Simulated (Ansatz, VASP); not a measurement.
## MgO: VASP beside Ansatz

```
Mg O
1.0
     0.09341    2.13515    2.13515
     2.13515    0.09341    2.13515
     2.22856    2.22856    0.00000
Mg O
1 1
Direct
  0.00000 0.00000 0.00000
  0.50000 0.50000 0.50000
```

Change from the starting cell: strain +0.0875 x Voigt [0, 0, 0, 0, 0, 1], atoms carried along.

Alike in both runs: task single point; functional LDA; k mesh 10 × 10 × 10; occupations gaussian, width 0.05 eV; no spin polarisation.

```csv
,VASP,Ansatz
version,VASP 6.6.1,Ansatz 0.2.0
potentials or method,"VASP PAW LDA potentials, release 64 (Mg, O)","scalar-relativistic, plane waves, PAW"
plane-wave cutoff (eV),520,420
valence electrons in the cell,8,16
```

|  | VASP | Ansatz | Ansatz less VASP |
| --- | --- | --- | --- |
| gap on the k mesh at the Fermi level (eV) | 3.85 | 3.85 | +0.004 |
| least direct gap on the mesh (eV) | 3.85 | 3.85 | +0.004 |
| pressure (GPa) | -12.9 | -11.3 | +1.67 |
| largest component of the traceless stress (GPa) | 12.52 | 12.35 | -0.165 |

The two sets of potentials don't hold the same shells in valence.
